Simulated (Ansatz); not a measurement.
**SnTe (puckered layers in the stacking of the orthorhombic crystal): converging the G0W0 gap**

Aim: see how the G0W0 gap of SnTe (puckered layers in the stacking of the orthorhombic crystal) on PBE moves with empty bands and screening cutoff, and what each rung costs.

Program: Ansatz 0.2.0. Level of theory: G0W0 on PBE, plane waves, PAW; PAW set soft_1. Results are calculated unless marked as measured.

## Step 1: The starting structure

The cell holds 8 atoms: 4 Sn and 4 Te. Cell: a = 4.700 Å, b = 4.545 Å, c = 41.600 Å, α = 90.0°, β = 90.0°, γ = 90.0°. Regions: layer 1, 4 atoms (2 Sn and 2 Te); layer 2, 4 atoms (2 Sn and 2 Te). Vacuum lies along c.

The structure was relaxed with PBE-D3(BJ). The runs that relaxed it are not among those shown. Spin-orbit coupling is left out unless a step names it. The Coulomb interaction is cut off across the vacuum.

## Step 2: 472 empty bands, screening to 38 eV

Now the one-shot GW correction: screening in the RPA, then the self-energy of the levels asked for. This step takes PAW set soft_1 files.

Contents of input.yaml:

```yaml
crystal:
  lattice:
    - [4.6996032096, 0.0, 0.0]
    - [0.0, 4.544719793, 0.0]
    - [0.0, 0.0, 41.6]
  atoms:
    - { symbol: Sn, position: [0.0794067284, 0.25, 0.3905027063] }
    - { symbol: Sn, position: [0.5813456068, 0.75, 0.4603945484] }
    - { symbol: Te, position: [0.5175061868, 0.75, 0.3897058826] }
    - { symbol: Te, position: [0.0158126123, 0.25, 0.4604911314] }
    - { symbol: Sn, position: [0.9205932716, 0.75, 0.6094972937] }
    - { symbol: Sn, position: [0.4186543932, 0.25, 0.5396054516] }
    - { symbol: Te, position: [0.4824938132, 0.25, 0.6102941174] }
    - { symbol: Te, position: [0.9841873877, 0.75, 0.5395088686] }
  periodic: [true, true, false]
kpoints:
  mp_grid: { grid: [4, 4, 1] }
hamiltonian:
  xc: pbe
  pseudopotentials: { kind: paw, azcp: { folder: soft_1 } }
scf:
  occupations: { method: fixed }
gw:
  n_empty_bands: 472
  ecut_chi: 38
  qp_bands: [v2, c2]
  qp_kpoints: band_edges
  screening: { model: contour_deformation }
```

Run with:

```
ansatz run input.yaml --threads 3 --pin off --max-ram 92160MiB --backend cuda --events-out ev --progress --plain --runs-dir out --devices 1 --max-vram 13GiB
```

Numbers of over 12 decimals in the logs are rounded to 6 here.

The log of the run:

```text
GPUs: using 1 of 1 available (devices: 1).
Engine: ansatz 0.2.0, x86_64-unknown-linux-gnu
Pseudopotentials: kind: paw
Pseudopotential: Sn, paw, valence charge 14, recommended cutoff 420 eV (normal), soft_1/Sn.paw.azcp
Pseudopotential: Te, paw, valence charge 16, recommended cutoff 420 eV (normal), soft_1/Te.paw.azcp
Functional definition: PBE
  parameter kappa = 0.804
  parameter beta = 0.066725
  exchange = pbe_x(kappa = kappa, mu = beta*pi^2/3)
  correlation = pbe_c(beta = beta)
device memory: the entry about to start is reckoned to put 5.7 GiB on a device that reports 54.1 GiB free (of which the cap on the GPU budget leaves the run 13.0 GiB)
GPU FFT provider: cuFFT
GPU libraries: cuBLAS 13.8.2, cuFFT 12.4.0, cuSOLVER 12.3.4
Crystal: 8 atoms, lattice volume = 888.509 Å³
Basis set: ecut = 420 eV, 17335 PW (Γ)
Bands: 72, of which v1, the nominal top of the filled ones, is band 60 counted from 1 (59 counted from 0)
Symmetry: 4 space group operations
Space group: P21/m (ITA 11), of the structure as read, at distance tolerance 9.6e-5 Å
k-points: 9 of 16
Non-local potential: Sn, projectors of the file, l = 0: 2, l = 1: 2, l = 2: 2, l = 3: 1
Non-local potential: Te, projectors of the file, l = 0: 2, l = 1: 2, l = 2: 2, l = 3: 1
PAW form: soft (Blöchl's): semilocal exchange-correlation on the pseudo side does not see the compensation charge
PAW one-centre angular grid: Sn, 590 points (default); XC on 64 Gauss nodes
PAW one-centre angular grid: Te, 590 points (default); XC on 64 Gauss nodes
Initial density: superposition of atomic densities (neutral atoms: chi_scale 0, normalization atom)
Initial wavefunctions: pseudopotential atomic-orbital guess
GPU buffer pool allocated for 294912 grid points (all kernels)
GPU transforms: local potential and band sums: pruned to the plane-wave sphere, on 32×32×288
Functional: x = pbe(κ = 0.804, μ = 0.219515), c = pbe(β = 0.066725)
iter 1 solved again at ethr=1.19e-3 eV; its pass at ethr=3.10e-3 eV (dr2=1.43e0 eV) is discarded
SCF iter   1: F=—  HF=-52019.637162 eV  |F-HF|=—  |Δ(HF+E_count)|=         —  Δρ=8.88e-3  dr2=1.43e0  ethr=1.19e-3  ⟨swp⟩=2.0  Hψ=3375  notcnv=0  defer=82
preconditioner: auto → Resta (q_TF=auto, 1.954 Å⁻¹)  ε∞=2.0  [insulator: Δε(μ)=1.384 eV  Ē_g=7.786 eV  n_scr=120 (ndim 8)  ℏωp=7.9 eV  f_vac=0.673  ε∞_Penn≈2.0  vacuum switching on, ρ_ref=4.4e-3 e/Å³]
SCF iter   2: F=—  HF=-52019.332951 eV  |F-HF|=—  |Δ(HF+E_count)|=   3.04e-1  Δρ=4.21e-3  dr2=2.00e-1  ethr=1.19e-3  ⟨swp⟩=3.4  Hψ=925  notcnv=0  defer=90
SCF iter   3: F=—  HF=-52019.357736 eV  |F-HF|=—  |Δ(HF+E_count)|=   2.48e-2  Δρ=2.26e-3  dr2=3.89e-1  ethr=1.66e-4  ⟨swp⟩=4.8  Hψ=1346  notcnv=0  defer=89
SCF iter   4: F=—  HF=-52019.331090 eV  |F-HF|=—  |Δ(HF+E_count)|=   2.66e-2  Δρ=1.40e-3  dr2=7.38e-2  ethr=1.66e-4  ⟨swp⟩=4.8  Hψ=806  notcnv=0  defer=90
SCF iter   5: F=—  HF=-52019.328163 eV  |F-HF|=—  |Δ(HF+E_count)|=   2.93e-3  Δρ=4.55e-4  dr2=5.71e-3  ethr=6.15e-5  ⟨swp⟩=3.2  Hψ=802  notcnv=0  defer=89
SCF iter   6: F=—  HF=-52019.328217 eV  |F-HF|=—  |Δ(HF+E_count)|=   5.34e-5  Δρ=1.06e-4  dr2=1.34e-4  ethr=4.76e-6  ⟨swp⟩=3.2  Hψ=911  notcnv=0  defer=90
SCF iter   7: F=—  HF=-52019.328291 eV  |F-HF|=—  |Δ(HF+E_count)|=   7.39e-5  Δρ=4.28e-5  dr2=1.41e-5  ethr=1.12e-7  ⟨swp⟩=3.4  Hψ=1444  notcnv=0  defer=88
SCF iter   8: F=—  HF=-52019.328292 eV  |F-HF|=—  |Δ(HF+E_count)|=   1.72e-6  Δρ=9.93e-6  dr2=2.16e-6  ethr=1.17e-8  ⟨swp⟩=3.8  Hψ=1549  notcnv=0  defer=89
SCF iter   9: F=—  HF=-52019.328292 eV  |F-HF|=—  |Δ(HF+E_count)|=   3.14e-7  Δρ=4.30e-6  dr2=1.44e-7  ethr=1.80e-9  ⟨swp⟩=3.9  Hψ=1309  notcnv=0  defer=89
SCF iter  10: F=-52019.328292 eV  HF=-52019.328292 eV  |F-HF|=9.33e-9  |Δ(HF+E_count)|=   7.26e-9  Δρ=8.00e-7  dr2=1.43e-8  ethr=8.33e-11  ⟨swp⟩=23.0  Hψ=4193  notcnv=0
SCF 1 converged in 10 iterations: F = -52019.328292 eV  dr2 = 1.43e-8
  greatest PAW one-centre occupation: 0.998 electrons in one spin orbital (limit 2), on the Te atom at site 7 (counted from 0), in its partial waves of l = 2
device memory: the entry about to start is reckoned to put 6.6 GiB (of the 6.8 GiB reckoned in all, the device holds 0.2 GiB already) on a device that reports 53.0 GiB free (of which the cap on the GPU budget leaves the run 12.8 GiB)
NSCF: frozen V_eff on 9 k-points
the band table was solved once the SCF had ended and its energy, with any forces and stress, was formed, with the checks that follow a solve (3575 applications of the Hamiltonian). They found nothing against the state; the energy, forces and stress were not computed again (output.eigenvalues in the input reference)
device memory: the entry about to start is reckoned to put 8.8 GiB on a device that reports 51.7 GiB free (of which the cap on the GPU budget leaves the run 13.0 GiB)
NSCF: frozen V_eff on 9 k-points
G₀W₀ screening: q 1/9
[... further progress lines ...]
SCF converged after 10 iterations
Free energy (F): -52019.328292 eV
Harris-Foulkes:  -52019.328292 eV  (|F-HF|=9.33e-9)
Internal energy: -52019.328292 eV  (E = F + TS)
E sigma→0 (E₀):  -52019.328292 eV
Fermi energy:    -4.582883 eV
--- Per-component energies (eV) ---
  E_band       = -3021.225950
  E_kinetic    = 1349.524643
  E_local      = -401787.952236  (includes V_loc(G=0)·N_el)
  E_nonlocal   = 844.126137
  E_hartree    = 200084.301459
  E_xc         = -989.248794
  E_vxc        = -722.359397  (∫ρ·V_xc dr)
  E_paw        = -36159.108687  (= ΣΔE_a)
  E_vpaw       = -2873.174689  (= ΣTr[D̂ρ^β])
  E_aug_tail   = 0.001536  (compensation charges beyond the density's cutoff)
  E_ewald      = 184639.027650
  E_smearing   = -0.000000  (= −TS)
  E_closure    = -0.000000  (closes the sum)
  Σ components = -52019.328292   (vs F -52019.328292, Δ=0.00e0)
--- Band table (eV; the first three rows and the last of 9) ---
  k-point 0: bands = [... 56 lower, -5.8955, -5.8001, -5.0857, -4.8022, -3.3144, -2.0366, -1.7518 (-1.7518°), -1.6745 (-1.6745°), ... 8 higher]
  k-point 1: bands = [... 56 lower, -5.4135, -5.2826, -4.9866, -4.9653, -3.2043, -2.7518, -2.4782, -2.2597, ... 8 higher]
  k-point 2: bands = [... 56 lower, -5.1071, -5.1071, -4.8255, -4.8255, -3.2754, -3.2754, -3.0521, -3.0521, ... 8 higher]
  k-point 8: bands = [... 56 lower, -6.0298, -6.0298, -5.7947, -5.7947, -1.8389, -1.8389, -1.7035, -1.7035, ... 8 higher]
  ° read free of the cell's end (the report's vacuum.weakly_bound_levels)
--- G₀W₀: contour deformation, 6 samples at zero and on the imaginary axis and 1 off it, 16 q-points, 472 empty bands' worth ---
  eigenvalues of the whole cell's RPA ε∞ on this k-mesh (on a slab, of 1 + 4πα/V) = 1.2735, 7.5570, 7.6054; static W/v taken at q = 0 is 0.288745
  gw.qp_kpoints: band_edges: 6 of 9 stored k-points solved, in 1 pass; an edge of the gap read off the rows below is read off those points alone
    valence top: of the k-points left out ik 7 came nearest to being solved in a further pass, in band 60 (counted from 1, as in the quasiparticle table): it holds the edge there only if its correction is more favourable than any solved in that band by at least 0.773 eV; those differ by 0.077 eV
    conduction bottom: of the k-points left out ik 7 came nearest to being solved in a further pass, in band 61 (counted from 1, as in the quasiparticle table): it holds the edge there only if its correction is more favourable than any solved in that band by at least 0.823 eV; those differ by 0.090 eV
    ik  band        ε_KS         Σx   Σc(E_QP)       V_xc       Z   E_QP_lin       E_QP  E_QP is
     0    59     -5.0857   -14.6779     1.4775   -13.1845  0.7128    -5.1017    -5.1017  root
     0    60     -4.8022   -15.1467     1.4821   -13.6830  0.7173    -4.7838    -4.7837  root
     0    61     -3.3144    -7.3146    -2.8764   -10.4167  0.7320    -3.0870    -3.0887  root
     0    62     -2.0366    -6.3421    -3.2261    -9.8415  0.7467    -1.7590    -1.7634  root
     1    59     -4.9866   -14.7550     1.3098   -13.4762  0.7141    -4.9557    -4.9556  root
     1    60     -4.9653   -14.5934     1.1312   -13.5051  0.7201    -4.9224    -4.9224  root
     1    61     -3.2043    -7.1870    -2.9675   -10.3959  0.7324    -2.9609    -2.9630  root
     1    62     -2.7518    -8.1725    -3.0689   -11.5936  0.7293    -2.3950    -2.3997  root
     2    59     -4.8255   -13.7062     0.8232   -12.9064  0.7181    -4.8022    -4.8022  root
     2    60     -4.8255   -13.7062     0.8232   -12.9064  0.7181    -4.8022    -4.8022  root
     2    61     -3.2754    -8.6849    -2.7487   -11.7447  0.7310    -2.9609    -2.9642  root
     2    62     -3.2754    -8.6849    -2.7487   -11.7447  0.7310    -2.9609    -2.9642  root
     3    59     -4.9474   -14.6483     1.1252   -13.5785  0.7181    -4.8920    -4.8918  root
     3    60     -4.7493   -14.6138     1.0514   -13.6446  0.7196    -4.6673    -4.6671  root
     3    61     -3.3308    -7.0926    -2.9405   -10.2559  0.7343    -3.1063    -3.1080  root
     3    62     -2.6489    -8.4404    -3.0401   -11.8546  0.7268    -2.2691    -2.2748  root
     4    59     -4.7717   -14.5286     1.1322   -13.4227  0.7172    -4.7454    -4.7454  root
     4    60     -4.6652   -14.8405     1.1351   -13.7613  0.7201    -4.6095    -4.6093  root
     4    61     -3.2861    -7.8421    -2.9787   -11.1340  0.7329    -2.9695    -2.9730  root
     4    62     -3.0373    -8.1277    -3.0240   -11.5063  0.7273    -2.6778    -2.6826  root
     6    59     -4.5996   -13.5647     0.5504   -13.1123  0.7221    -4.5019    -4.5016  root
     6    60     -4.5829   -13.2176     0.4074   -12.9056  0.7291    -4.4876    -4.4874  root
     6    61     -3.2928    -9.4406    -2.3765   -12.1098  0.7301    -2.9974    -3.0001  root
     6    62     -3.1970    -8.3090    -2.8592   -11.4985  0.7300    -2.8629    -2.8668  root
```

The job ended after 36 s (1 × NVIDIA H100 80GB HBM3 (shared by 6 runs) with 3 threads of AMD EPYC 7R13 (Zen 3), shared host; peak memory 3 GiB; 42 s of CPU time).

This step gave:

| Item | Value |
| --- | --- |
| bands summed | 532 |
| plane waves in the screening matrix | 497 |
| q-points in the mesh | 16 |
| G0W0 gap on the mesh | 1.379 eV |
| k of the valence top | -0.5, 0, 0 |
| k of the conduction bottom | 0.25, 0, 0 |
| starting gap on the mesh | 1.252 eV |
| Z at the valence top | 0.7291 |
| Z at the conduction bottom | 0.7343 |
| least direct G0W0 gap on the computed points | 1.487 eV |

The gap on the mesh goes from 1.25 eV to 1.38 eV, a correction of +0.13 eV. Between the two edge states, bare exchange in place of the xc potential would open the gap by 3.48 eV, and correlation takes back 3.35 eV.

## Step 3: 1181 empty bands, screening to 70 eV

Another rung: the empty bands reach about as high as the screening cutoff, so the two stay in balance.

input.yaml: that of step 2 with these lines changed.

```diff
@@ -22,5 +22,6 @@
   occupations: { method: fixed }
+  convergence: { dr2_threshold: 1.0e-10 }
 gw:
-  n_empty_bands: 472
-  ecut_chi: 38
+  n_empty_bands: 1181
+  ecut_chi: 70.0
   qp_bands: [v2, c2]
```

The log of the run:

```text
GPUs: using 1 of 1 available (devices: 1).
[...]
GPU FFT provider: cuFFT
GPU libraries: cuBLAS 13.8.2, cuFFT 12.4.0, cuSOLVER 12.3.4
Crystal: 8 atoms, lattice volume = 888.509 Å³
Basis set: ecut = 420 eV, 17335 PW (Γ)
Bands: 72, of which v1, the nominal top of the filled ones, is band 60 counted from 1 (59 counted from 0)
Symmetry: 4 space group operations
[...]
k-points: 9 of 16
[...]
GPU buffer pool allocated for 294912 grid points (all kernels)
[...]
SCF iter  13: F=-52019.328292 eV  HF=-52019.328292 eV  |F-HF|=1.96e-10  |Δ(HF+E_count)|=  2.91e-11  Δρ=3.87e-8  dr2=9.64e-11  ethr=1.00e-12  ⟨swp⟩=23.6  Hψ=4171  notcnv=0
SCF 1 converged in 13 iterations: F = -52019.328292 eV  dr2 = 9.64e-11
[...]
NSCF: frozen V_eff on 9 k-points
[...]
WARN: eigensolver did not converge (k=8): 2 band(s) unlocked after 6 eigensolves, warm-restarted (20 sweeps on the last) at ethr=1.92e-11 eV (storage-precision floor; scheduled 1.00e-12 eV) (lowest unlocked band 1244, counted from 0; max residual 6.01e-5 eV among the unlocked bands, 6.01e-5 eV over every band; other slots of this pass that fall short are told together in one closing line; warning suppressed until the next SCF loop or pass starts)
G₀W₀ screening: q 1/9
[... further progress lines ...]
SCF converged after 13 iterations
Free energy (F): -52019.328292 eV
[...]
Internal energy: -52019.328292 eV  (E = F + TS)
E sigma→0 (E₀):  -52019.328292 eV
Fermi energy:    -4.582825 eV
[...]
--- Band table (eV; the first three rows and the last of 9) ---
  k-point 0: bands = [... 56 lower, -5.8955, -5.8000, -5.0857, -4.8021, -3.3143, -2.0365, -1.7517 (-1.7517°), -1.6744 (-1.6744°), ... 8 higher]
  k-point 1: bands = [... 56 lower, -5.4134, -5.2825, -4.9866, -4.9652, -3.2042, -2.7518, -2.4781, -2.2597, ... 8 higher]
  k-point 2: bands = [... 56 lower, -5.1070, -5.1070, -4.8254, -4.8254, -3.2754, -3.2754, -3.0520, -3.0520, ... 8 higher]
  k-point 8: bands = [... 56 lower, -6.0298, -6.0298, -5.7947, -5.7947, -1.8389, -1.8389, -1.7034, -1.7034, ... 8 higher]
  ° read free of the cell's end (the report's vacuum.weakly_bound_levels)
[...]
band pass: the eigensolver left bands unlocked in 1 slot; of largest residual, k=8: 1 band unlocked, the lowest band 1245 (counted from 1), max residual 4.03e-5 eV over all its bands; `*` marks the rows of those k-points, and any row can be off: every row's sums read bands of every k-point
  bands read: the sum over 1241 bands ends inside a degenerate multiplet in 3 slots, whose members it reads at an even weight; the widest, k=2: bands 1241 to 1242 (counted from 1) at 1/2 each
[...]
0    59     -5.0857   -14.6779     1.1876   -13.1845  0.7086    -5.3953    -5.3915  root
     0    60     -4.8021   -15.1467     1.1649   -13.6830  0.7127    -5.1042    -5.1009  root
     0    61     -3.3143    -7.3146    -3.0866   -10.4167  0.7303    -3.2989    -3.2989  root
     0    62     -2.0365    -6.3422    -3.4274    -9.8415  0.7259    -1.9656    -1.9646  root
     1    59     -4.9866   -14.7550     1.0018   -13.4762  0.7101    -5.2665    -5.2636  root
     1    60     -4.9652   -14.5933     0.8128   -13.5051  0.7163    -5.2433    -5.2407  root
     1    61     -3.2042    -7.1871    -3.1710   -10.3959  0.7308    -3.1664    -3.1664  root
     1    62     -2.7518    -8.1725    -3.2983   -11.5936  0.7274    -2.6286    -2.6291  root
[...]
6    59     -4.5995   -13.5647     0.2483   -13.1123  0.7190    -4.8050    -4.8036  root
     6    60     -4.5828   -13.2176     0.1138   -12.9057  0.7261    -4.7821    -4.7809  root
     6    61     -3.2927    -9.4407    -2.6416   -12.1098  0.7275    -3.2651    -3.2651  root
     6    62     -3.1970    -8.3090    -3.0935   -11.4985  0.7280    -3.1008    -3.1011  root
```

Wall time 98 s (1 × NVIDIA H100 80GB HBM3 (shared by 6 runs) with 3 threads); peak memory 6.8 GiB; 2.7 min of CPU time.

This step gave:

```
bands summed                                 : 1241
plane waves in the screening matrix          : 1177
q-points in the mesh                         : 16
G0W0 gap on the mesh                         : 1.479 eV
k of the valence top                         : -0.5, 0, 0
k of the conduction bottom                   : 0.25, 0, 0
starting gap on the mesh                     : 1.252 eV
Z at the valence top                         : 0.7261
Z at the conduction bottom                   : 0.7328
least direct G0W0 gap on the computed points : 1.516 eV
```

Against the run with 4×4×1 mesh, 472 empty bands, screening to 38 eV, PAW set soft_1 files, the gap moves by +0.10 eV.

## Step 4: Convergence and cost

Times are wall times on 1 × NVIDIA H100 80GB HBM3 (shared by 6 runs) with 3 threads of AMD EPYC 7R13 (Zen 3), shared host, good to a factor of about two.

```
 mesh           files            frequency  bands summed  cutoff (eV)  start (eV)  G0W0 (eV)  time  host memory (GiB)
4×4×1  PAW set soft_1  contour deformation           532           38       1.252      1.379  36 s                3.0
4×4×1  PAW set soft_1  contour deformation          1241           70       1.252      1.479  98 s                6.8
```

The parts of the quasiparticle energy at the two band edges (eV; QP = start + Σx + Σc − Vxc):

```csv
run,edge,start,Σx,Σc,Vxc,Z,QP
532 bands,valence top,-4.58,-13.22,0.41,-12.91,0.73,-4.49
532 bands,conduction bottom,-3.33,-7.09,-2.94,-10.26,0.73,-3.11
1241 bands,valence top,-4.58,-13.22,0.11,-12.91,0.73,-4.78
1241 bands,conduction bottom,-3.33,-7.09,-3.13,-10.26,0.73,-3.30
```

## Step 5: Results

* 532 bands, 38 eV: 1.379 eV
* 1241 bands, 70 eV: 1.479 eV
* mesh and start: 4×4×1, PBE

**Reading.** From 532 to 1241 bands the gap moves by +0.10 eV while the time grows 2.7-fold. Σc changes by −0.29 eV at the valence top and −0.19 eV at the conduction bottom, so the levels themselves move more than the gap between them. The states at the edges change along the series or lie close to crossing, so no limit is drawn from it. The 4×4×1 mesh misses a band edge: over a band path and its finer mesh (run apart) the PBE gap is 0.70 eV, so the G0W0 gap over the zone may lie about 0.55 eV below its value on the mesh. The mesh in the plane is coarse for a sheet; gap and any exciton binding can still move on denser ones. The many-body steps are scalar-relativistic: spin-orbit coupling is not in them.

[Paths, hosts, dates, memory and timing lines, banners, echoed tables and standing remarks are left out of the program output.]

[Logs are printed without paths, hosts, clocks, repeated set-up lines and the standing remarks that a program may print on its own settings, such as how far it seeks lower states.]

[Runs of the session that timed out or met a known fault of the program may be left out.]

[Cells called generated may have been cut or substituted from an entry of the Crystallography Open Database or the Materials Project.]

[Hosts, paths, dates, database ids (printed as entryN), source tags and the programs' standing remarks are cut or masked in the printed files.]
